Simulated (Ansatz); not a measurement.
# How cost and error scale: wurtzite SiC, size series (36 atoms) repeated

How do plane waves and support functions scale when wurtzite SiC, size series (36 atoms) is repeated?

Method: Kohn-Sham DFT, PBE, PAW (set soft_2), plane waves, in Ansatz 0.2.0.

### Step 1. Starting point

The structure is hexagonal, space group P6_3mc (No. 186). Conventional cell: a = 3.076 Å, b = 3.076 Å, c = 5.048 Å, α = 90.00°, β = 90.00°, γ = 120.00°. Nearest to Si lie 4 C at 1.88 to 1.89 Å. C has 4 Si at 1.88 to 1.89 Å nearest. Wurtzite SiC (a = 3.076 Å, c = 5.048 Å), 3 x 3 x 1 conventional cells; ideal positions. Farther neighbours are not listed.

Limits known from the start: The cell is under 6 Å thick along one periodic direction, so every atom has periodic images of itself close by, which move with it and show among its neighbours and in g(r).

### Step 2. Plane waves, typed cell on a dense mesh

The typed cell on a k-mesh is the yardstick: it samples like Γ on the cell repeated as often as the mesh has points along each axis. Its own convergence isn't tested.

Input file input.yaml:

```yaml
crystal:
  lattice:
    - [9.228, 0.0, 0.0]
    - [-4.614, 7.99168, 0.0]
    - [0.0, 0.0, 5.048]
  atoms:
    - { symbol: Si, position: [0.0, 0.0, 0.0] }
    - { symbol: C, position: [0.11111, 0.22222, 0.125] }
    - { symbol: Si, position: [0.11111, 0.22222, 0.5] }
    - { symbol: C, position: [0.0, 0.0, 0.625] }
    - { symbol: Si, position: [0.0, 0.33333, 0.0] }
    - { symbol: C, position: [0.11111, 0.55556, 0.125] }
    - { symbol: Si, position: [0.11111, 0.55556, 0.5] }
    - { symbol: C, position: [0.0, 0.33333, 0.625] }
    - { symbol: Si, position: [0.0, 0.66667, 0.0] }
    - { symbol: C, position: [0.11111, 0.88889, 0.125] }
    - { symbol: Si, position: [0.11111, 0.88889, 0.5] }
    - { symbol: C, position: [0.0, 0.66667, 0.625] }
    - { symbol: Si, position: [0.33333, 0.0, 0.0] }
    - { symbol: C, position: [0.44444, 0.22222, 0.125] }
    - { symbol: Si, position: [0.44444, 0.22222, 0.5] }
    - { symbol: C, position: [0.33333, 0.0, 0.625] }
    - { symbol: Si, position: [0.33333, 0.33333, 0.0] }
    - { symbol: C, position: [0.44444, 0.55556, 0.125] }
    - { symbol: Si, position: [0.44444, 0.55556, 0.5] }
    - { symbol: C, position: [0.33333, 0.33333, 0.625] }
    - { symbol: Si, position: [0.33333, 0.66667, 0.0] }
    - { symbol: C, position: [0.44444, 0.88889, 0.125] }
    - { symbol: Si, position: [0.44444, 0.88889, 0.5] }
    - { symbol: C, position: [0.33333, 0.66667, 0.625] }
    - { symbol: Si, position: [0.66667, 0.0, 0.0] }
    - { symbol: C, position: [0.77778, 0.22222, 0.125] }
    - { symbol: Si, position: [0.77778, 0.22222, 0.5] }
    - { symbol: C, position: [0.66667, 0.0, 0.625] }
    - { symbol: Si, position: [0.66667, 0.33333, 0.0] }
    - { symbol: C, position: [0.77778, 0.55556, 0.125] }
    - { symbol: Si, position: [0.77778, 0.55556, 0.5] }
    - { symbol: C, position: [0.66667, 0.33333, 0.625] }
    - { symbol: Si, position: [0.66667, 0.66667, 0.0] }
    - { symbol: C, position: [0.77778, 0.88889, 0.125] }
    - { symbol: Si, position: [0.77778, 0.88889, 0.5] }
    - { symbol: C, position: [0.66667, 0.66667, 0.625] }
kpoints:
  mp_grid: { grid: [3, 3, 5] }
hamiltonian:
  xc: pbe
scf:
  occupations: { method: fermi_dirac, width: 0.05 }
output:
  forces: true
  stress: true
  populations: true
  dos:
    method: { smearing: { sigma: 0.1 } }
    de: 0.1
    projected: { site_lists: { C: [C], Si: [Si] } }
  eigenvalues: true
```

Started as:

```bash
$ ansatz run input.yaml --threads 8 --pin off --max-ram 15872MiB --backend cpu --events-out ev --progress --plain --runs-dir out
```

Numbers of over 12 decimals in the logs are rounded to 6 here.

Output:

```text
Warning: the atoms were moved onto the symmetric positions of the space group found under crystal.symmetry.tolerance 1.0e-5 (fractional; no operation is sought that the atoms, as they stand in a round, miss by more than twice it, and no atom is moved by as much as it), and the run uses the moved positions. [...]
Engine: ansatz 0.2.0, aarch64-unknown-linux-gnu
Pseudopotentials: kind: paw
Pseudopotential: Si, paw, valence charge 4, recommended cutoff 420 eV (normal), Si.paw.azcp
Pseudopotential: C, paw, valence charge 4, recommended cutoff 420 eV (normal), C.paw.azcp
[... 5 lines on functional and potentials left out ...]
Crystal: 36 atoms, lattice volume = 372.276 Å³
Basis set: ecut = 420 eV, 7241 PW (Γ), exchange–correlation on 128×128×72 points (8 copies of the dense FFT grid, shifted against one another)
Bands: 108, of which v1, the nominal top of the filled ones, is band 72 counted from 1 (71 counted from 0)
Symmetry: 108 space group operations
Space group: P63mc (ITA 186), of the structure as read, at distance tolerance 7.2e-5 Å
k-points: 9 of 45 (time reversal used)
[... 5 lines on functional and potentials left out ...]
Initial density: superposition of atomic densities (neutral atoms: chi_scale 0, normalization atom), corrected by the library's trained network
Initial wavefunctions: pseudopotential atomic-orbital guess
Functional: x = pbe(κ = 0.804, μ = 0.219515), c = pbe(β = 0.066725)
SCF iter   1: F=—  HF=-15968.714226 eV  |F-HF|=—  |Δ(HF+E_count)|=         —  Δρ=2.55e-3  dr2=2.54e-2  ethr=1.77e-3  ⟨swp⟩=6.1  Hψ=4558  notcnv=0  defer=72
preconditioner: auto → Resta (q_TF=auto, 2.329 Å⁻¹)  ε∞=4.8  [insulator: Δε(μ)=2.224 eV  Ē_g=11.894 eV  σ=0.050 eV  W_gap=1.00  n_scr=68 (ndim 8)  ℏωp=23.1 eV  f_vac=0.000  D(μ)=0.00/eV (n_scr^D=0)  ε∞_Penn≈4.8]
SCF iter   2: F=—  HF=-15968.712010 eV  |F-HF|=—  |Δ(HF+E_count)|=   2.22e-3  Δρ=8.69e-4  dr2=2.10e-3  ethr=1.76e-5  ⟨swp⟩=2.4  Hψ=1680  notcnv=0  defer=144
SCF iter   3: F=—  HF=-15968.712706 eV  |F-HF|=—  |Δ(HF+E_count)|=   6.96e-4  Δρ=3.36e-4  dr2=2.80e-4  ethr=1.46e-6  ⟨swp⟩=2.3  Hψ=1372  notcnv=0  defer=144
SCF iter   4: F=—  HF=-15968.712916 eV  |F-HF|=—  |Δ(HF+E_count)|=   2.10e-4  Δρ=3.93e-5  dr2=3.84e-6  ethr=1.95e-7  ⟨swp⟩=2.0  Hψ=1232  notcnv=0  defer=144
SCF iter   5: F=—  HF=-15968.713371 eV  |F-HF|=—  |Δ(HF+E_count)|=   4.54e-4  Δρ=9.55e-6  dr2=2.77e-7  ethr=2.66e-9  ⟨swp⟩=2.0  Hψ=1361  notcnv=0  defer=144
SCF iter   6: F=-15968.713371 eV  HF=-15968.713371 eV  |F-HF|=2.98e-9  |Δ(HF+E_count)|=   3.34e-7  Δρ=1.37e-6  dr2=4.11e-9  ethr=6.94e-11  ⟨swp⟩=11.4  Hψ=4989  notcnv=0
SCF 1 converged in 6 iterations: F = -15968.713371 eV  dr2 = 4.11e-9
  greatest PAW one-centre occupation: 0.645 electrons in one spin orbital (limit 2), on the C atom at site 35 (counted from 0), in its partial waves of l = 0
SCF converged after 6 iterations
Free energy (F): -15968.713371 eV
Harris-Foulkes:  -15968.713371 eV  (|F-HF|=2.98e-9)
Internal energy: -15968.713371 eV  (E = F + TS)
E sigma→0 (E₀):  -15968.713371 eV
Fermi energy:    10.777182 eV
--- Per-component energies (eV) ---
  E_band       = 517.977655
  E_kinetic    = 2444.777632
  E_local      = -1894.627936  (includes V_loc(G=0)·N_el)
  E_nonlocal   = 932.994837
  E_hartree    = 585.194779
  E_xc         = -1899.895699
  E_vxc        = -1969.770974  (∫ρ·V_xc dr)
  E_paw        = -11017.520620  (= ΣΔE_a)
  E_vpaw       = -165.785469  (= ΣTr[D̂ρ^β])
  E_aug_tail   = 0.000241  (compensation charges beyond the density's cutoff)
  E_ewald      = -5119.636604
  E_smearing   = -0.000000  (= −TS)
  E_closure    = -0.000000  (closes the sum)
  Σ components = -15968.713371   (vs F -15968.713371, Δ=0.00e0)
--- Forces (eV/Å), atoms counted from 1 ---
  atom   1  Si    -0.00000000    -0.00000000     0.07435992
  atom   2  C      0.00000000     0.00000000    -0.07436064
  atom   3  Si     0.00000000     0.00000000     0.07435992
  atom   4  C     -0.00000000    -0.00000000    -0.07436064
  atom   5  Si     0.00000000    -0.00000000     0.07435992
  atom   6  C      0.00000000     0.00000000    -0.07436064
  atom   7  Si    -0.00000000     0.00000000     0.07435992
  atom   8  C     -0.00000000    -0.00000000    -0.07436064
  atom   9  Si     0.00000000    -0.00000000     0.07435992
  atom  10  C      0.00000000     0.00000000    -0.07436064
  atom  11  Si     0.00000000     0.00000000     0.07435992
  atom  12  C     -0.00000000    -0.00000000    -0.07436064
  atom  13  Si     0.00000000    -0.00000000     0.07435992
  atom  14  C     -0.00000000     0.00000000    -0.07436064
[...]
atom  35  Si    -0.00000000     0.00000000     0.07435992
  atom  36  C      0.00000000    -0.00000000    -0.07436064
  max |Σ_I F_I| component: 1.29e-5 eV/Å
--- Stress (GPa, compression-positive) ---
        3.274339      -0.000000       0.000000
       -0.000000       3.274339       0.000000
        0.000000       0.000000       3.691609
  P = ⅓ Tr σ = 3.4134 GPa (34.134 kbar)
--- Band table (eV; the first three rows and the last of 9) ---
  k-point 0: bands = ["-5.9364", "-4.0886", "-4.0886", "-4.0886", [... 92 levels ...], "17.0583", "17.0583", "17.0583", "17.0583", "17.0583", "17.0583", "17.3828", "17.8029", "17.8029", "18.1546", "18.1546", "18.1546"]
[...]
--- Löwdin populations: 36 sites ---
  site symbol       q [e]
     0     Si      2.9253
     1      C      4.9958
     2     Si      2.9253
[...]
35      C      4.9958
  spilling = 0.009870 (of n_electrons = 144.000000)
```

The job ended after 7.2 s (8 threads of Arm Neoverse V2, shared host; peak memory 1.7 GiB; 49 s of CPU time).

The program notes that positions were snapped to a detected symmetry.

Read from the output:

```yaml
free_energy: -15968.7134 eV
free_energy_per_atom: -443.5754 eV/atom
scf_cycles: 6
pressure: 3.413 GPa
r_m_s_force_component: 0.04293 eV/Å
longest_force: 0.07436 eV/Å
fermi_energy: 10.78 eV
spacing_of_highest_filled_and_lowest_empty_level: 2.25 eV
spilling_of_the_projection: 0.00987
```

The r.m.s. force component of 0.043 eV/Å sets the scale for the differences below.

### Step 3. Plane waves, 36 atoms

The typed cell is solved at Γ alone, the coarsest sampling of the series.

input.yaml, the sections that differ from step 2:

```yaml
kpoints:
  mp_grid: { grid: [1, 1, 1] }
output:
  forces: true
  eigenvalues: true
# crystal, hamiltonian, scf: as in step 2
```

Output:

```text
[...]
Crystal: 36 atoms, lattice volume = 372.276 Å³
Basis set: ecut = 420 eV, 7241 PW (Γ), exchange–correlation on 128×128×72 points (8 copies of the dense FFT grid, shifted against one another)
Bands: 108, of which v1, the nominal top of the filled ones, is band 72 counted from 1 (71 counted from 0)
Symmetry: 108 space group operations
[...]
k-points: 1
[...]
SCF iter   1: F=—  HF=-15967.776888 eV  |F-HF|=—  |Δ(HF+E_count)|=         —  Δρ=8.88e-3  dr2=1.27e-1  ethr=1.77e-3  ⟨swp⟩=6.0  Hψ=511  notcnv=0  defer=17
[...]
SCF iter   3: F=—  HF=-15967.762732 eV  |F-HF|=—  |Δ(HF+E_count)|=   1.04e-4  Δρ=5.24e-4  dr2=8.42e-4  ethr=2.40e-5  ⟨swp⟩=1.0  Hψ=80  notcnv=0
automatic band count: iteration 3 solves 83 bands in place of 108: the levels show a gap, and the empty bands left out lie too high to hold charge; the band table lists the bands solved (type scf.n_extra_bands for more)
SCF iter   4: F=—  HF=-15967.763094 eV  |F-HF|=—  |Δ(HF+E_count)|=   3.62e-4  Δρ=1.43e-4  dr2=7.22e-5  ethr=5.85e-7  ⟨swp⟩=3.0  Hψ=154  notcnv=0
[...]
SCF iter   7: F=-15967.763566 eV  HF=-15967.763566 eV  |F-HF|=2.35e-10  |Δ(HF+E_count)|=   1.08e-7  Δρ=8.32e-7  dr2=1.52e-9  ethr=6.94e-11  ⟨swp⟩=5.0  Hψ=340  notcnv=0
SCF 1 converged in 7 iterations: F = -15967.763566 eV  dr2 = 1.52e-9
[...]
SCF converged after 7 iterations
Free energy (F): -15967.763566 eV
[...]
Internal energy: -15967.763566 eV  (E = F + TS)
E sigma→0 (E₀):  -15967.763566 eV
Fermi energy:    10.818671 eV
[...]
Σ components = -15967.763566   (vs F -15967.763566, Δ=0.00e0)
--- Forces (eV/Å), atoms counted from 1 ---
  atom   1  Si    -0.00000000     0.00000000     0.65572669
  atom   2  C      0.00000000    -0.00000000    -0.65572415
  atom   3  Si     0.00000000     0.00000000     0.65572669
  atom   4  C     -0.00000000    -0.00000000    -0.65572415
[...]
atom  36  C     -0.00000000    -0.00000000    -0.65572415
  max |Σ_I F_I| component: 4.57e-5 eV/Å
--- Band table (eV) ---
[...]
```

The job ended after 0.6 s (8 threads; peak memory 0.45 GiB).

The energy lies 26.4 meV/atom above the dense-mesh reference.

### Step 4. Support functions, 36 atoms

The typed cell is solved at Γ alone, now in support functions.

This step: Kohn-Sham DFT, PBE, PAW (set soft_2), localised support functions (medium) (Ansatz 0.2.0).

input.yaml: that of step 3 with these lines changed.

```diff
@@ -13,2 +13,4 @@
   occupations: { method: fermi_dirac, width: 0.05 }
+  eigensolver: { kind: { support_functions: { accuracy: medium } } }
+  max_iter: 150
 output:
```

Output:

```text
Warning: scf.eigensolver.kind.support_functions: disabling space-group detection — the functions' gradient is summed over unrotated k-points, so no spatial operation reduces the k-mesh or symmetrises the density; time reversal is kept, so that k and −k are solved as one point where they differ and the mesh holds both, and exact exchange and, on two spinor components, a DFT+U term hold to it where the run has them: [...]
settings of this run that can trade accuracy for cost: scf.eigensolver.kind.support_functions [...]
[...]
Crystal: 36 atoms, lattice volume = 372.276 Å³
Basis set: ecut = 420 eV, 7241 PW (Γ), exchange–correlation on 128×128×72 points (8 copies of the dense FFT grid, shifted against one another)
Bands: 87, of which v1, the nominal top of the filled ones, is band 72 counted from 1 (71 counted from 0)
Symmetry: 1 space group operations
k-points: 1
[...]
SCF iter   1: F=—  HF=-15983.598446 eV  |F-HF|=—  |Δ(HF+E_count)|=         —  Δρ=1.40e-1  dr2=8.95e1  ethr=1.00e-1
[...]
SCF iter   8: F=—  HF=-15967.834173 eV  |F-HF|=—  |Δ(HF+E_count)|=   3.14e-5  Δρ=5.30e-5  dr2=9.07e-6  ethr=1.30e-8  κ⁻¹=3.9e-7(r=6)
SCF iter   9: F=-15967.834173 eV  HF=-15967.834173 eV  |F-HF|=6.78e-9  |Δ(HF+E_count)|=   1.06e-7  Δρ=6.37e-6  dr2=8.83e-8  ethr=6.30e-9
SCF 1 converged in 9 iterations: F = -15967.834173 eV  dr2 = 8.83e-8
[...]
SCF converged after 9 iterations
Stability not checked: this state was not tested for a lower state beside it, because the mixer in use, unlike msr1, does not test its closes by its own steps (another_mixer; see scf.mixing.algorithm and scf.lower_state_search)
Free energy (F): -15967.834173 eV
[...]
Internal energy: -15967.834173 eV  (E = F + TS)
E sigma→0 (E₀):  -15967.834173 eV
Fermi energy:    10.818200 eV
[...]
Σ components = -15967.834173   (vs F -15967.834173, Δ=0.00e0)
--- Forces (eV/Å), atoms counted from 1 ---
  atom   1  Si     0.00000089     0.00000519     0.65584492
  atom   2  C     -0.00000959     0.00009878    -0.65606626
  atom   3  Si    -0.00000121     0.00022168     0.65591215
  atom   4  C      0.00000951    -0.00001144    -0.65609868
[...]
atom  36  C     -0.00099717    -0.00058414    -0.65635306
  max |Σ_I F_I| component: 4.09e-3 eV/Å
--- Band table (eV) ---
[...]
```

Run time: 13 s. Hardware: 8 threads; peak memory 1.3 GiB; 99 s of CPU time.

The program notes that the band table was not solved further than the SCF left it and it switched symmetry off.

The energy lies 24.4 meV/atom above the dense-mesh reference, and 2.0 meV/atom below plane waves of the same size, an offset between the two bases that leaves the sampling error alike.

### Step 5. Plane waves, 432 atoms

The cell is repeated and solved at Γ in plane waves, whose cost grows towards the cube of the size.

This step: Kohn-Sham DFT, PBE, PAW (set soft_2), plane waves (Ansatz 0.2.0).

input.yaml, the sections that differ from step 4:

```yaml
crystal:
  lattice:
    - [9.228, 0.0, 0.0]
    - [-4.614, 7.99168, 0.0]
    - [0.0, 0.0, 5.048]
  atoms:
    [... the 36 atom lines of step 2 ...]
  supercell: [2, 2, 3]
scf:
  occupations: { method: fermi_dirac, width: 0.05 }
# kpoints, hamiltonian, output: as in step 4
```

Run time: 93 s. Hardware: 8 threads; peak memory 9.7 GiB; 12 min of CPU time.

The program repeats the typed cell 2×2×3 times, 432 atoms in all; totals in the log are those of the whole repeated cell, and force differences are taken after averaging over the copies of each atom.

The program notes that it cut back its work space to fit the memory limit.

It converged in 6 SCF cycles; the log is left out.

The energy lies 4.25 meV/atom above the dense-mesh reference.

(Part 1 of 2 ends here.)

[Logs are printed without paths, hosts, clocks, repeated set-up lines and the standing remarks that a program may print on its own settings, such as how far it seeks lower states.]

[Hosts, paths, dates, database ids (printed as entryN), source tags and the programs' standing remarks are cut or masked in the printed files.]
